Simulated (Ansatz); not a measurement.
C3H6O can be A, `CC(C)=O`, or B, `CC1CO1`.

Calculated with Ansatz (gas phase, PBE0-D4/def2-TZVP geometries, no zero-point term in ΔE). CCSD(T)/CBS adds triple-zeta CCSD(T) − MP2 to the extrapolated MP2 energy (def2 sets, frozen cores). Functionals use def2-TZVPP. B3LYP here is the variant with VWN-RPA as its local correlation; programs differ in this.

(1) Which is lower in electronic energy at CCSD(T)/CBS, and by how much? (Estimate.)

(2) Give E(B) − E(A) in kcal/mol with PBE0-D4, ωB97M-V, HF/def2-TZVPP, B3LYP-D4, B2PLYP, LDA (SPW92), MP2/def2-TZVPP. (Best estimate.)

(3) Does the order hold for the free energy at 298.15 K (harmonic terms from PBE0-D4)? (Estimate.)

Largest T1 diagnostic: 0.013.

## Answers

(1) Computed: A, by 28.5 kcal/mol.

(2) Computed: PBE0-D4 26.7, ωB97M-V 28.4, HF/def2-TZVPP 33.1, B3LYP-D4 30.5, B2PLYP 29.9, LDA (SPW92) 24.7, MP2/def2-TZVPP 27.5. None reverses the order clearly.

(3) The calculation gave: Yes: G(B) − G(A) = +30.8 kcal/mol. Modes under 60 cm⁻¹, often nearly free rotors, make the harmonic entropy too high.

From r2SCAN to r2SCAN0 (25 % exact exchange), in def2-TZVPP and without D4, E(B) − E(A) moves by −0.7 kcal/mol. Leaving LDA and LC-ωPBE aside and taking each functional with its dispersion term where it has one, the values, not all of them listed here, spread over 4.6 kcal/mol, from HSE06-D4 to BLYP-D4. LDA lies −2.5 kcal/mol from PBE without D4.
